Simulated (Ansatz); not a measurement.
# Electron scattering at the Σ9 (221) boundary in fcc Ag with Sn (substitutional), part 2 of 2

How much does the Σ9 (221) boundary in fcc Ag with Sn (substitutional) reflect electrons?

Ansatz 0.2.0; Ansatz plane-wave DFT, PBE, PAW files; relaxation of a bicrystal slab with its lowest layers held; PAW set soft_1 (the session's first sound run).

So far. Step 2 (Relaxing the bicrystal): The largest force component on a free atom ends at 0.0051 eV/Å, under the tolerance of 0.03, after 13 steps.

## (3) Transmission across the boundary

Bulk layers of each grain are laid under and over the relaxed boundary, and a lead is named in the middle of each, away from the free faces. The mesh across the current, 22×8, is finer than the density's, because channels open and close sharply across the zone. Energies from -0.1 to 0.1 eV in steps of 0.05 eV are too few for the program's thermal sum, so it prints no conductance; for a metal the transmission near the Fermi level serves, at a fraction of the cost.

This step: Ansatz plane-wave DFT, PBE, PAW files; ballistic transport by layer matching (Landauer), zero bias; boundary relaxed in a short slab, bulk layers laid on; PAW set soft_1 (Ansatz 0.2.0).

System of this step: Σ9 (221) boundary in fcc Ag with Sn (substitutional). The cell holds 62 atoms: 61 Ag and 1 Sn. Its edges and angles: a = 2.889 Å, b = 8.668 Å, c = 50.492 Å, α = 90.0°, β = 90.0°, γ = 90.0°. It derives from Ag. Regions: lower grain, 25 atoms (25 Ag); boundary, 17 atoms (16 Ag and 1 Sn); upper grain, 20 atoms (20 Ag). Vacuum lies along c.

The input, input.yaml:

```yaml
crystal:
  lattice:
    - [2.8893797293, 0.0, 0.0]
    - [0.0, 8.6681391879, 0.0]
    - [0.0, 0.0, 50.4923033552]
  atoms:
    - { symbol: Ag, position: [-16.4999999996, -9.1666666667, 0.0792199946] }
    - { symbol: Ag, position: [-15.9999999996, -8.8888888889, 0.0927078589] }
    - { symbol: Ag, position: [-15.4999999996, -8.6111111111, 0.1061957231] }
    - { symbol: Ag, position: [-14.9999999996, -8.3333333334, 0.1196835874] }
    - { symbol: Ag, position: [-14.4999999996, -8.0555555556, 0.1331714516] }
    - { symbol: Ag, position: [-13.9999999997, -7.7777777778, 0.1466593159] }
    - { symbol: Ag, position: [-13.4999999997, -7.5, 0.1601471801] }
    - { symbol: Ag, position: [-12.9999999997, -7.2222222222, 0.1736350444] }
    - { symbol: Ag, position: [-12.4999999997, -6.9444444445, 0.1871229086] }
    - { symbol: Ag, position: [-11.9999999997, -6.6666666667, 0.2006107729] }
    - { symbol: Ag, position: [-11.4999999997, -6.3888888889, 0.2140986371] }
    - { symbol: Ag, position: [-10.9999999998, -6.1111111111, 0.2275865014] }
    - { symbol: Ag, position: [-10.4999999998, -5.8333333333, 0.2410743656] }
    - { symbol: Ag, position: [-9.9999999998, -5.5555555556, 0.2545622299] }
    - { symbol: Ag, position: [-9.4999999998, -5.2777777778, 0.2680500941] }
    - { symbol: Ag, position: [-8.9999999998, -5.0, 0.2815379584] }
    - { symbol: Ag, position: [-8.4999999998, -4.7222222222, 0.2950258226] }
    - { symbol: Ag, position: [-7.9999999999, -4.4444444444, 0.3085136869] }
    - { symbol: Ag, position: [-7.4999999999, -4.1666666667, 0.3220015511] }
    - { symbol: Ag, position: [-6.9999999999, -3.8888888889, 0.3354894154] }
    - { symbol: Ag, position: [-6.4999999999, -3.6111111111, 0.3489772796] }
    - { symbol: Ag, position: [-5.9999999999, -3.3333333333, 0.3624651439] }
    - { symbol: Ag, position: [-5.4999999999, -3.0555555555, 0.3759530081] }
    - { symbol: Ag, position: [-5.0, -2.7777777778, 0.3894408724] }
    - { symbol: Ag, position: [-4.5, -2.5, 0.4029287366] }
    - { symbol: Ag, position: [0.0, 0.7777777778, 0.4164166009] }
    - { symbol: Ag, position: [0.5, 0.0583587441, 0.4307845489] }
    - { symbol: Ag, position: [0.0, 0.342155445, 0.4445282701] }
    - { symbol: Ag, position: [0.5, 0.6174164493, 0.4590805636] }
    - { symbol: Ag, position: [0.0, 0.8935224165, 0.472248574] }
    - { symbol: Ag, position: [0.5, 0.1808360151, 0.4848389078] }
    - { symbol: Ag, position: [0.0, 0.4514872144, 0.5010936478] }
    - { symbol: Ag, position: [0.5, 0.7308565513, 0.5163864241] }
    - { symbol: Sn, position: [0.0, 0.0290209007, 0.5281238567] }
    - { symbol: Ag, position: [0.0, 0.5398075815, 0.554713868] }
    - { symbol: Ag, position: [0.5, 0.2528395479, 0.5660298965] }
    - { symbol: Ag, position: [0.0, 0.9738627306, 0.5836576158] }
    - { symbol: Ag, position: [0.5, 0.6971015758, 0.596395547] }
    - { symbol: Ag, position: [0.0, 0.4147222005, 0.6085143394] }
    - { symbol: Ag, position: [0.5, 0.1402451389, 0.6244158478] }
    - { symbol: Ag, position: [0.0, 0.8597724619, 0.6381644324] }
    - { symbol: Ag, position: [0.5, 0.5768049141, 0.6510227204] }
    - { symbol: Ag, position: [-5.0, -2.7009728637, 0.6645105846] }
    - { symbol: Ag, position: [-5.5, -2.9787506414, 0.6779984489] }
    - { symbol: Ag, position: [-5.9999999999, -3.2565284192, 0.6914863131] }
    - { symbol: Ag, position: [-6.4999999999, -3.534306197, 0.7049741774] }
    - { symbol: Ag, position: [-6.9999999999, -3.8120839748, 0.7184620416] }
    - { symbol: Ag, position: [-7.4999999999, -4.0898617526, 0.7319499059] }
    - { symbol: Ag, position: [-7.9999999999, -4.3676395303, 0.7454377701] }
    - { symbol: Ag, position: [-8.4999999999, -4.6454173081, 0.7589256344] }
    - { symbol: Ag, position: [-8.9999999998, -4.9231950859, 0.7724134986] }
    - { symbol: Ag, position: [-9.4999999998, -5.2009728637, 0.7859013629] }
    - { symbol: Ag, position: [-9.9999999998, -5.4787506415, 0.7993892271] }
    - { symbol: Ag, position: [-10.4999999998, -5.7565284192, 0.8128770914] }
    - { symbol: Ag, position: [-10.9999999998, -6.034306197, 0.8263649556] }
    - { symbol: Ag, position: [-11.4999999998, -6.3120839748, 0.8398528199] }
    - { symbol: Ag, position: [-11.9999999997, -6.5898617526, 0.8533406841] }
    - { symbol: Ag, position: [-12.4999999997, -6.8676395304, 0.8668285484] }
    - { symbol: Ag, position: [-12.9999999997, -7.1454173081, 0.8803164126] }
    - { symbol: Ag, position: [-13.4999999997, -7.4231950859, 0.8938042769] }
    - { symbol: Ag, position: [-13.9999999997, -7.7009728637, 0.9072921411] }
    - { symbol: Ag, position: [-14.4999999997, -7.9787506415, 0.9207800054] }
kpoints:
  mp_grid: { grid: [9, 3, 1] }
hamiltonian:
  xc: pbe
  pseudopotentials: { kind: paw, azcp: { folder: soft_1 } }
scf:
  occupations: { method: fermi_dirac, width: 0.1 }
output:
  transmission:
    leads: [[13, 14], [50, 51]]
    kmesh: [22, 8]
    e_range: [-0.1, 0.1]
    de: 0.05
  write_potential: true
  write_density: true
  volumetric_format: npy
  elf: true
```

Started as:

```console
$ ansatz run input.yaml --threads 4 --pin off --max-ram 15360MiB --backend cpu --events-out ev --progress --plain --runs-dir out
```

Numbers of over 12 decimals in the logs are rounded to 6 here.

The program printed:

```text
[...]
Crystal: 62 atoms, lattice volume = 1264.607 Å³
Basis set: ecut = 420 eV, 24753 PW (Γ)
Bands: 704, of which v1, the nominal top of the filled ones, is band 587 counted from 1 (586 counted from 0)
Symmetry: 2 space group operations
[...]
k-points: 10 of 27 (time reversal used)
[...]
SCF iter   1: F=—  HF=-469062.723785 eV  |F-HF|=—  |Δ(HF+E_count)|=         —  Δρ=6.25e-2  dr2=5.83e1  ethr=3.10e-3  ⟨swp⟩=5.0  Hψ=21144  notcnv=0  defer=699
[...]
SCF iter  10: F=-469048.351125 eV  HF=-469048.351125 eV  |F-HF|=6.10e-8  |Δ(HF+E_count)|=   1.62e-8  Δρ=2.41e-6  dr2=9.48e-8  ethr=8.53e-12  ⟨swp⟩=10.5  Hψ=37528  notcnv=0
SCF 1 converged in 10 iterations: F = -469048.351125 eV  dr2 = 9.48e-8
[...]
transmission: 240 of 2400 steps passed
transmission: 480 of 2400 steps passed
[...]
transmission: 2400 of 2400 steps passed
WARN: The output density's exchange-correlation potential varies sharply where the density is thin. Do not read a vacuum level from v_tot or v_xc, or from such a field of the output density. On a cell that repeats whose density bears no net charge and no dipole along the vacuum's axis use v_es (v_loc + v_h of the components); under efield.dipole_correction with no amplitude use v_es + v_field, which holds any externa [...]
SCF converged after 10 iterations
Free energy (F): -469048.351125 eV
[...]
Internal energy: -469047.834379 eV  (E = F + TS)
E sigma→0 (E₀):  -469048.092752 eV
Entropy (-TS):   -0.516746 eV (-8.335 meV/atom)
Fermi energy:    13.830442 eV
[...]
--- Band table (eV; the first three rows and the last of 10) ---
  k-point 0: bands = [... 583 lower, 11.4460, 11.4832, 11.6048, 11.8497, 11.9623, 12.0532, 12.3666, 12.4536, ... 113 higher]
  k-point 1: bands = [... 583 lower, 11.8927, 11.9289, 12.0047, 12.1412, 12.2339, 12.4387, 12.5017, 12.6000, ... 113 higher]
  k-point 2: bands = [... 583 lower, 11.8384, 11.9313, 11.9835, 12.2375, 12.3504, 12.4430, 12.7614, 12.8189, ... 113 higher]
  k-point 9: bands = [... 583 lower, 14.6959, 14.7450, 14.7811, 14.9002, 14.9363, 14.9961, 15.0638, 15.1836, ... 113 higher]
--- Transmission ---
  basis      : 221 plane waves across, 40 finite elements along
  points     : 60, standing for a mesh of 22 x 8
  energies   : 5 from -0.100000 to 0.100000 eV about the Fermi level, 0.050000 eV apart; the leads are filled to 0.000000 eV, and channels, transmission and decay are at 0.000000 eV
  crystal 0  : Ag4, at the sites [13, 14], period 2.7241 Å, over 17.71 Å; its Hamiltonian steps by up to 12.0 meV
    offset         : up to 0.0000 Å between an atom of the period and one for which it stands
    channels       : 2.846591e0 a spin
    conductance    : none, the energies end too early or step too widely for 300 K: set another output.transmission.e_range or a lower de, or, where they end at an eighth of basis.ecutwfc, a higher one
[...]
channels       : 2.869318e0 a spin
[...]
junction   : crystal 0 to crystal 1, 12.51 to 37.98 Å
    transmission   : 2.074987e0 a spin
[...]
```

Wall time 28 min (4 threads of Arm Neoverse V1, shared host); peak memory 10 GiB.

Numbers from this step:

- free energy: -469048.3511 eV
- energy at zero smearing: -469048.0928 eV
- Fermi energy: 13.83 eV
- cell area: 25.05 Å²
- transmission per spin nearest the Fermi level: 2.075
- open channels per spin nearest the Fermi level: 2.847
- open channels per spin, upper lead: 2.869
- step of the lead's potential: 12 meV
- step of the upper lead's potential: 14.3 meV

Per spin. The transmission, zone mean by energy, zero at the Fermi level:

```tsv
energy (eV)	transmission, zone mean
-0.1000	2.09
-0.0500	2.09
0.0000	2.07
0.0500	2.08
0.1000	2.07
```

Per spin. The open channels, zone mean by energy, zero at the Fermi level:

```tsv
energy (eV)	lead	upper lead
-0.1000	2.88	2.88
-0.0500	2.88	2.88
0.0000	2.85	2.87
0.0500	2.87	2.87
0.1000	2.85	2.85
```

Transmission over k1 and k2. At 0.0000 eV from the Fermi level.

Ten even steps from '_' (0.94) to '@' (2.76):
```
**--====..**##++==**--::--**==++##**..====--
##----++##%%@@%%##++::__::++##%%@@%%##++----
%%==++##%%@@@@@@@@%%##**##%%@@@@@@@@%%##++==
%%==**%%%%@@@@@@@@@@%%%%%%@@@@@@@@@@%%%%**==
%%==++##%%@@@@@@@@%%##**##%%@@@@@@@@%%##++==
##----++##%%@@%%##++::__::++##%%@@%%##++----
**--====..**##++==**--::--**==++##**..====--
**--==++==__::**##__________##**::__==++==--
```
Columns: k1 (b1) from -0.5 to 0.455; rows upwards: k2 (b2) from -0.5 to 0.375.

Open channels over k1 and k2. At 0.0000 eV from the Fermi level.

Ten even steps from '_' (2.00) to '@' (4.00):
```
@@________++++++++@@++++++@@++++++++________
@@____++++++++++++++++__++++++++++++++++____
@@++++++++++++++++++++++++++++++++++++++++++
@@++++++++++++++++++++++++++++++++++++++++++
@@++++++++++++++++++++++++++++++++++++++++++
@@____++++++++++++++++__++++++++++++++++____
@@________++++++++@@++++++@@++++++++________
@@____________@@@@__________@@@@____________
```
Columns: k1 (b1) from -0.5 to 0.455; rows upwards: k2 (b2) from -0.5 to 0.375.

Valence density in the cb plane at fractional x = 0.000, with atoms of Ag and Sn within 0.2 Å of it. It is the smooth field of the valence electrons, not physical close to the nuclei.

Ten steps, logarithmic in the rise over the least value, from '0' (0 e/Å³) to '9' (20 e/Å³), each cell a mean:
```
11100000000013665311246652114899731113331111
01110011110126898521123321113688621146764110
01101134321126998521011110001354311268985211
11001468742124786410000000000111111258985211
21112589962112443210010000000000100146763113
64212589862101111000111000000000110113331114
87411367641000000000111000000001110001111013
98411123211011100000011011221101110000000012
86310011100011100000100124664110100000011101
53210100000011100122211147986310011000011100
11101110000000001356521148997311122210011000
00001110001111012589852136885211366531000000
00000110123432112699852113443112689851001111
00000001146874112578741001111012699852112443
01111111258986211245420000000012478641125776
12355311258985210111100000001101244321137998
13688621136763110100000000011100011110136997
14899731112321111110000000011100000000124675
14798631001110011110001100001000000111112332
12466411000000001111112221100000000111000111
11122110111000000111236642111122110111000001
00110000111000011001258863112466411000000001
01100000011011222111268874114798631011110011
```
Columns run along c (16.0 Å, from fractional 0.36 to 0.68 of the cell), rows up along b (8.7 Å). Atoms in or near the plane, at fractional coordinates: Ag at (0.39, 0.22), Ag at (0.42, 0.78), Ag at (0.44, 0.34), Ag at (0.47, 0.89), Ag at (0.50, 0.45), Sn at (0.53, 0.03), Ag at (0.55, 0.54), Ag at (0.58, 0.97), Ag at (0.61, 0.41), Ag at (0.64, 0.86), Ag at (0.66, 0.30).

ELF in the cb plane at fractional x = 0.000, with atoms of Ag and Sn within 0.2 Å of it. It is the smooth field of the valence electrons, not physical close to the nuclei.

Values, 12 rows by 16 columns, each cell a mean:
```
0.17 0.17 0.17 0.18 0.24 0.53 0.29 0.28 0.21 0.31 0.39 0.59 0.21 0.31 0.31 0.19
0.18 0.19 0.36 0.26 0.24 0.61 0.31 0.27 0.34 0.22 0.21 0.27 0.19 0.53 0.52 0.19
0.24 0.22 0.63 0.40 0.18 0.28 0.19 0.19 0.19 0.11 0.13 0.19 0.19 0.34 0.33 0.22
0.51 0.19 0.38 0.27 0.19 0.17 0.16 0.18 0.19 0.17 0.16 0.17 0.17 0.16 0.18 0.22
0.44 0.19 0.18 0.16 0.17 0.16 0.16 0.19 0.21 0.42 0.29 0.19 0.17 0.16 0.17 0.18
0.20 0.18 0.17 0.16 0.18 0.18 0.33 0.35 0.21 0.63 0.40 0.19 0.27 0.18 0.18 0.17
0.16 0.17 0.18 0.23 0.29 0.18 0.50 0.56 0.19 0.34 0.25 0.28 0.61 0.27 0.19 0.19
0.17 0.20 0.18 0.41 0.59 0.20 0.29 0.33 0.13 0.17 0.20 0.26 0.54 0.25 0.28 0.47
0.27 0.50 0.22 0.33 0.46 0.21 0.20 0.15 0.11 0.17 0.18 0.18 0.22 0.19 0.35 0.63
0.31 0.63 0.25 0.19 0.19 0.19 0.19 0.27 0.30 0.25 0.18 0.16 0.16 0.18 0.22 0.31
0.20 0.29 0.18 0.18 0.16 0.18 0.22 0.32 0.22 0.33 0.20 0.20 0.17 0.17 0.17 0.17
0.19 0.17 0.16 0.17 0.17 0.20 0.22 0.25 0.02 0.29 0.33 0.49 0.20 0.18 0.16 0.17
```
Columns run along c (16.0 Å, from fractional 0.36 to 0.68 of the cell), rows up along b (8.7 Å). Atoms in or near the plane, at fractional coordinates: Ag at (0.39, 0.22), Ag at (0.42, 0.78), Ag at (0.44, 0.34), Ag at (0.47, 0.89), Ag at (0.50, 0.45), Sn at (0.53, 0.03), Ag at (0.55, 0.54), Ag at (0.58, 0.97), Ag at (0.61, 0.41), Ag at (0.64, 0.86), Ag at (0.66, 0.30).

Electrostatic potential energy in the cb plane at fractional x = 0.000, with atoms of Ag and Sn within 0.2 Å of it. With pseudopotentials it is smooth inside the atoms' cores, unlike the true potential.

Ten even steps from '0' (-14 eV) to '9' (17 eV), each cell a mean:
```
99999999999984000588502203782065048975358999
99999998899961140178852247884000068830003899
99999743479960261179988889998422589611611799
99998300027972000389999999999888899611511788
68997116206997434799999999999999999840004884
13787114206999888999999999999999999985458983
20488510038999999999999999999999999999899984
60389865689999999999999997668999999999999997
10489999999999999999999972003799999999999999
14799999999999999876789830320599999999999999
78999999999999998510168820650489865789999999
99999899999889997113017840100688400158999999
99999999974347996037217984225896024027999889
99999999830003897101028998889996036117986335
99888899711621698632379999999997200038961000
97422589711511799988899999999999733479840450
84011068840004899999999999999999988899950340
82065048986568999999999999999999999999972001
83022059999999999999988889999999999999997557
87201389999999999999863357999999999989999999
99867899999999999998611104899767899999999999
99999999989999999998309931787200389999999999
99999999999998656898319941783022059999899999
```
Columns run along c (16.0 Å, from fractional 0.36 to 0.68 of the cell; values clipped at the 3rd and 97th percentile), rows up along b (8.7 Å). Atoms in or near the plane, at fractional coordinates: Ag at (0.39, 0.22), Ag at (0.42, 0.78), Ag at (0.44, 0.34), Ag at (0.47, 0.89), Ag at (0.50, 0.45), Sn at (0.53, 0.03), Ag at (0.55, 0.54), Ag at (0.58, 0.97), Ag at (0.61, 0.41), Ag at (0.64, 0.86), Ag at (0.66, 0.30).

Over the solved energies the transmission per spin lies between 2.07 and 2.09, out of 2.86 channels of the lead on average (up to 2.88).

## (4) Specific resistance

This step: Ansatz plane-wave DFT, PBE, PAW files; ballistic transport by layer matching (Landauer), zero bias; specific resistance of the boundary; PAW set soft_1 (Ansatz 0.2.0).

This step gave:

| Item | Value |
| --- | --- |
| area resistance | 0.4272 fΩ m² |
| T over the leads' mean channel count | 0.7252 |

Averaged over the energies near the Fermi level, 72.5 % of the channels pass, which makes 0.427 fΩ m².

By hand, with T and the leads' channels N averaged over the energies near the Fermi level: RA = A (h/2e²)(1/T − ½[1/N₁ + 1/N₂]) = 25.05×10⁻²⁰ m² × 12 906 Ω × (1/2.079 − ½[1/2.865 + 1/2.869]) = 0.427 fΩ m².

## (5) Summary of results

```yaml
specific_resistance_of_the_boundary: 0.427 fΩ m²
share_of_channels_that_pass: 0.725
```

**Reading.** The boundary has a specific resistance of 0.43 fΩ m². The boundary reflects 27 % of the channels; 0.43 fΩ m² is 4.3×10⁻¹² Ω·cm². That equals the resistance of 26 nm of bulk Ag at 300 K (measured 1.629 µΩ cm, CRC Handbook of Chemistry and Physics, 84th ed., 2003, Electrical Resistivity of Pure Metals). One Sn in 25.0 Å² of boundary is a high coverage. In the relaxation the upper grain slid sideways by about 0.7 Å, so the result belongs to the position that it found, not to the starting one. Each plane of this narrow cell holds one atom, so the solute fills a whole plane. One starting structure was relaxed; another shift or atom count at the boundary may lie lower.

[Logs are printed without paths, hosts, clocks, repeated set-up lines and the standing remarks that a program may print on its own settings, such as how far it seeks lower states.]

[Hosts, paths, dates, database ids (printed as entryN), source tags and the programs' standing remarks are cut or masked in the printed files.]
